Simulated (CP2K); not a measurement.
The system is W.

```xyz
4
Lattice="2.8097 0.0000 0.0000 0.0000 4.8639 0.0000 0.0000 0.0000 4.9237" Properties=species:S:1:pos:R:3 pbc="T T T"
W     2.2285    4.5567    3.6928
W     0.5811    2.1247    3.6928
W     0.5811    0.3072    1.2309
W     2.2285    2.7391    1.2309
```

This isn't the form of W at room conditions, which is bcc.

```yaml
Program: CP2K 2026.2
Task: relaxation of cell and atoms
Functional: LDA
Potentials_or_basis: GTH_POTENTIALS W GTH-PADE-q14; TZVP-MOLOPT-PBE-GTH basis
Density_cutoff: 6123 eV
k_mesh: 7 × 4 × 4
Occupations: fermi-dirac, width 0.1 eV
Spin: no spin polarisation
```

At the start: pressure -60.9 GPa; volume 16.82 Å³/atom.

Question: Where does the relaxation end?

Answer: Over 25 steps the energy falls by 1677.4 meV/atom and the volume is 14.54 Å³/atom (-13.6 %); space group Im-3m (No. 229, to 0.05 Å).

Step by step:
```tsv
step	energy change (eV)	largest force (eV/Å)	volume (Å³)
1	0.0000	2.7401	67.29
2	-1.2274	2.0965	63.97
3	-2.1523	0.9775	59.46
4	-2.3466	0.5838	59.10
5	-2.6748	0.8692	59.51
6	-2.7113	0.6095	59.78
7	-2.7698	0.5897	60.17
8	-2.8489	1.2283	60.35
9	-3.0223	2.8711	60.07
10	-3.0467	6.1960	58.89
11	-3.6862	4.9805	57.55
12	-3.8537	3.1478	54.01
13	-4.3735	2.1773	54.23
14	-4.5971	2.5323	55.34
15	-5.3659	3.0785	60.03
16	-5.8799	2.1001	60.12
17	-6.3999	1.0911	59.22
18	-6.5662	0.8385	58.26
19	-6.6564	1.0499	58.26
20	-6.6863	0.1912	57.55
21	-6.7073	0.1120	58.03
22	-6.7095	0.0255	58.15
23	-6.7095	0.0013	58.14
24	-6.7095	0.0000	58.14
25	-6.7095	0.0000	58.14
```

Final structure:
```
W
1.0
     3.08067    0.00000    0.00000
     0.00000    4.34423    0.00000
     0.00000    0.00000    4.34441
W
4
Direct
  0.75000 0.00000 0.75000
  0.25000 0.50000 0.75000
  0.25000 0.00000 0.25000
  0.75000 0.50000 0.25000
```

Caveat: the basis of atomic orbitals isn't converged, which shifts pressures, moduli and gaps.
